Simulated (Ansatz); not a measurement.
NaCl in the rocksalt structure, relaxed with r2SCAN in the plane-wave code Ansatz. It is cubic, Fm-3m (No. 225); a = 5.605 Å in the conventional setting, 22.02 Å³ an atom. Na has 6 Cl at 2.80 Å; Cl has 6 Na at 2.80 Å.

The axes x, y and z are those of this cell:
```xyz
2
Lattice="0.0000 2.8027 2.8027 2.8027 0.0000 2.8027 2.8027 2.8027 0.0000" Properties=species:S:1:pos:R:3 pbc="T T T"
Na    0.0000    0.0000    0.0000
Cl    2.8027    2.8027    2.8027
```

Unstrained: PBE gives a direct gap of 5.180 eV at Γ. r2SCAN gives a direct gap of 5.975 eV at Γ. With HSE06 the gap is 6.559 eV and direct, at Γ. Meshes: PBE 8×8×8, r2SCAN 8×8×8, HSE06 6×6×6. Strains are changes of length per length, and xy shears are angles. After each strain the atoms were relaxed again with r2SCAN within the symmetry that the strain leaves, so tilts or polar shifts that break it weren't tested; points keep the names that they have in the unstrained zone. No spin polarisation and no zero-point or thermal motion.

(1) One strain changed the r2SCAN stress by xx +2.98, yy +2.98, zz +2.98 GPa (compression positive) and the gap by +0.370 eV (PBE), +0.399 eV (r2SCAN), +0.397 eV (HSE06). Which kind of strain was it, and roughly how large?

(2) Estimate what xy shear, engineering strain (angle) +0.61 % does to the gap.

(3) Estimate what uniaxial +2.39 % along z, other directions held does to the gap.

Results:

(1) Isotropic -2.88 % on every length. The pattern of the stress gives the kind; the size needs the stiffness, so it is an estimate.

(2) PBE: the gap goes from 5.180 to 5.168 eV (-0.012 eV); with r2SCAN the top three valence levels at Γ, degenerate before, become 1+1+1 from the top over 24 meV. r2SCAN: the gap goes from 5.975 to 5.963 eV (-0.012 eV). HSE06: the gap goes from 6.559 to 6.547 eV (-0.012 eV). The r2SCAN energy rises by 0.0 meV an atom.

(3) PBE: the gap goes from 5.180 to 5.077 eV (-0.103 eV); with r2SCAN the top three valence levels at Γ, degenerate before, become 1+2 from the top over 16 meV. r2SCAN: the gap goes from 5.975 to 5.866 eV (-0.109 eV). HSE06: the gap goes from 6.559 to 6.447 eV (-0.112 eV). The r2SCAN energy rises by 2.0 meV an atom.

The meshes of the hybrids are coarse, so their gaps aren't converged to the digits shown.

The splittings at Γ are without spin-orbit coupling, which regroups them where it is of like size or larger.
